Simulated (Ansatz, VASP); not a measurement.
**One calculation of Mg2Zn3O, two programs**

File INCAR:

```
PREC = Accurate ; ENCUT = 600
EDIFF = 1E-7 ; ISMEAR = 0
SIGMA = 0.2 ; LREAL = F
LASPH = T ; NELM = 80
ALGO = Normal ; ISIF = 3
LWAVE = F ; LCHARG = F
GGA = PE ; IBRION = 2
NSW = 36 ; EDIFFG = -0.08
```

File KPOINTS:

```
regular mesh
0
Gamma
  6 6 2
```

File POSCAR:

```
Mg2Zn3O
1.0
    2.9000000000      0.0000000000      0.0000000000
   -1.4500000000      2.5114736700      0.0000000000
    0.0000000000      0.0000000000     11.4000000000
Mg Zn O
2 3 1
Direct
    0.6666666700      0.3333333300      0.8950000000
    0.3333333300      0.6666666700      0.1050000000
    0.3333333300      0.6666666700      0.6900000000
    0.0000000000      0.0000000000      0.5000000000
    0.6666666700      0.3333333300      0.3100000000
    0.0000000000      0.0000000000      0.0000000000
```

Input for Ansatz:

```yaml
crystal:
  lattice:
    - [2.9, 0.0, 0.0]
    - [-1.45, 2.51147367, 0.0]
    - [0.0, 0.0, 11.4]
  atoms:
    - { symbol: Mg, position: [0.66666667, 0.33333333, 0.895] }
    - { symbol: Mg, position: [0.33333333, 0.66666667, 0.105] }
    - { symbol: Zn, position: [0.33333333, 0.66666667, 0.69] }
    - { symbol: Zn, position: [0.0, 0.0, 0.5] }
    - { symbol: Zn, position: [0.66666667, 0.33333333, 0.31] }
    - { symbol: O, position: [0.0, 0.0, 0.0] }
basis:
  ecutwfc: 420
kpoints:
  mp_grid: { grid: [6, 6, 2] }
hamiltonian:
  xc: pbe
scf:
  occupations: { method: gaussian, width: 0.2 }
  lower_state_search: "off"
output:
  forces: true
  stress: true
  eigenvalues: true
relax:
  adjacent_minimum: "off"
  f_tol: 0.08
  max_steps: 16
  cell: { stress_tol: 0.8 }
```

Alike in both runs: task relaxation of cell and atoms; functional PBE; k mesh 6 × 6 × 2; occupations gaussian, width 0.2 eV; no spin polarisation.

|  | VASP | Ansatz |
| --- | --- | --- |
| version | VASP 6.6.1 | Ansatz 0.2.0 |
| potentials or method | VASP PAW PBE potentials, release 64 (Mg, Zn, O) | scalar-relativistic, plane waves, PAW |
| plane-wave cutoff (eV) | 600 | 420 |
| valence electrons in the cell | 46 | 62 |

```tsv
	VASP	Ansatz	Ansatz less VASP
gap on the k mesh at the Fermi level, each at its own relaxed structure (eV)	none	none	-
relaxed volume (Å³/atom)	14.71	14.70	-0.004
relaxed cell length with the largest relative difference (Å)	11.081	11.094	+0.0127
energy change over the relaxation (meV/atom)	-47	-49	-1.9
```

A gap of «none» marks a metal or a gap that the smearing closes. The two sets of potentials don't hold the same shells in valence.

Caveats: the k mesh is coarse (spacing up to 0.42 Å⁻¹), so the values aren't converged.
